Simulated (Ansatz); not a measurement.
What does this script print? It uses Ansatz 0.2.0, Python API.

`ddh_alas.py`:
```python
import ansatz as az
import numpy as np


def count_gap(report):
    # lowest empty less highest filled band, counting bands; zero where they overlap
    return max(report.get("gap_by_band_count_ev") or 0.0, 0.0)


def main() -> None:
    cell = (
        az.Lattice.of([0.0, 2.8304, 2.8304], [2.8304, 0.0, 2.8304], [2.8304, 2.8304, 0.0])
        .atom("Al", [0.0, 0.0, 0.0])
        .atom("As", [0.25, 0.25, 0.25])
    )

    job = cell.calculation().kpoints(4).occupations("fixed").band_table()
    semilocal = job.functional("pbe").run(threads=1, pin="off").report
    hybrid = job.functional(exchange="pbe", correlation="pbe", exact_fraction="inverse_dielectric").run(threads=1, pin="off").report
    alpha = hybrid["hybrid"]["exact_exchange_fraction"]
    print(f"fraction of exact exchange {alpha:.4f}, so eps_inf = {1 / alpha:.2f}")
    print(f"gap by band count: {count_gap(semilocal):.3f} eV semilocal, {count_gap(hybrid):.3f} eV hybrid")


if __name__ == "__main__":
    main()
```

Output of `python ddh_alas.py`:
```text
DeckWarning: basis.ecutwfc = 420 eV, auto-derived from the records' recommended cutoffs: set by Al (normal level)
fraction of exact exchange 0.1077, so eps_inf = 9.28
gap by band count: 1.421 eV semilocal, 1.993 eV hybrid
```
(Warnings from the package without file and line.)

The fraction is 0.1077, one over a mean dielectric constant (a third of the trace) of 9.28. It opens the gap from 1.421 to 1.993 eV, by 0.57 eV.

What to keep in mind:
- The k-point mesh is coarse, and energy and stress weren't tested for convergence.
- The structure is a deposited one; some such entries were measured under pressure or heat, so a shift against it needn't be the functional's error alone.
- Gaps and levels are Kohn-Sham values on a finite set of k-points, without spin-orbit coupling.
- The gaps are those of a coarse mesh; the run finds the dielectric constant of the semilocal functional on meshes of its own.
- The whole script took 20 s on 1 thread of Intel(R) Xeon(R) Processor @ 2.30GHz, with other jobs on the host, peak memory 0.9 GiB.
